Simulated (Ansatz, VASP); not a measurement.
One calculation of BAs, two programs

The input INCAR:

```
SYSTEM = BAs
ALGO = Normal ; EDIFF = 1E-6
ENCUT = 520 ; GGA = RP
ISIF = 2 ; ISMEAR = 1
ISPIN = 2 ; IVDW = 12
LASPH = .TRUE. ; LCHARG = .FALSE.
LORBIT = 11 ; LREAL = .FALSE.
LWAVE = .FALSE. ; MAGMOM = 0.5 0
NBANDS = 15 ; NELM = 150
PREC = Accurate ; SIGMA = 0.1
```

KPOINTS

```
k-points
0
G
  10 10 10
  0 0 0
```

Contents of POSCAR:

```
BAs
1.0
    0.0000000000      2.3885000000      2.3885000000
    2.3885000000      0.0000000000      2.3885000000
    2.3885000000      2.3885000000      0.0000000000
As B
1 1
Direct
    0.7500000000      0.7500000000      0.7500000000
    0.0000000000      0.0000000000      0.0000000000
```

The input input.yaml:

```yaml
crystal:
  lattice:
    - [0.0, 2.3885, 2.3885]
    - [2.3885, 0.0, 2.3885]
    - [2.3885, 2.3885, 0.0]
  atoms:
    - { symbol: As, position: [0.75, 0.75, 0.75], spin: 0.5 }
    - { symbol: B, position: [0.0, 0.0, 0.0] }
kpoints:
  mp_grid: { grid: [10, 10, 10] }
scf:
  occupations: { method: cold, width: 0.1 }
hamiltonian:
  xc: rpbe
  dispersion: d3bj
  pseudopotentials: { kind: all_electron, datasets: crystal }
magnetization:
  spin_polarized: true
output:
  forces: true
  stress: true
  eigenvalues: true
  elf: true
  volumetric_format: npy
```

Alike in both runs: task single point; functional RPBE; dispersion D3(BJ); k mesh 10 × 10 × 10; collinear spin.

```csv
,VASP,Ansatz
version,VASP 6.6.1,Ansatz 0.2.0
potentials or method,"VASP PAW PBE potentials, release 64 (As, B)",all-electron PAW datasets made for the crystal
plane-wave cutoff (eV),520,see its input
occupations,"methfessel-paxton of order 1, width 0.1 eV","cold, width 0.1 eV"
```

|  | VASP | Ansatz | Ansatz less VASP |
| --- | --- | --- | --- |
| gap on the k mesh at the Fermi level (eV) | 1.21 | 1.22 | +0.013 |
| least direct gap on the mesh (eV) | 3.28 | 3.29 | +0.010 |
| pressure (GPa) | -12.7 | -13.3 | -0.64 |
| net moment per atom (μB) | 0.00 | 0.00 | 0.000 |
| dispersion energy (meV/atom) | -1230.0 | -1230.0 | -0.06 |

Ansatz ran all-electron here, so the differences hold the error of VASP's frozen core and of both bases.

Caveats: the PAW data sets were made with another functional, which shifts forces and pressure a little (VASP); the starting moments weren't kept (Ansatz). A k mesh can miss the band edges. As with any semilocal functional, this RPBE gap is likely too small.
